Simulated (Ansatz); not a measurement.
Problem. GeTe in space group R3m (No. 160; Ge on 3a, Te on 3a) is relaxed with PBE (plane waves, PAW; program Ansatz). What lattice parameters of the conventional cell result?

Solution. a = 4.227 Å, c = 10.939 Å.

Problem. Give the free coordinates with the occupied sites.

Solution. In one choice of origin and axes:

```tsv
atom	site	symmetry	x	y	z
Ge	3a	3m	0.0000	0.0000	0.9944
Te	3a	3m	0.0000	0.0000	0.5266
```

Problem. Is it a metal or does it have a gap at this level?

Solution. A gap of 0.56 eV, indirect.

The cell was relaxed with PBE under the symmetry of its start. A crystal of weakly bound layers computed without a dispersion correction: the cell and the soft elastic constants depend strongly on that. Spin–orbit coupling is left out wherever it is not named.

Potentials: the earlier of the program's two PAW sets.
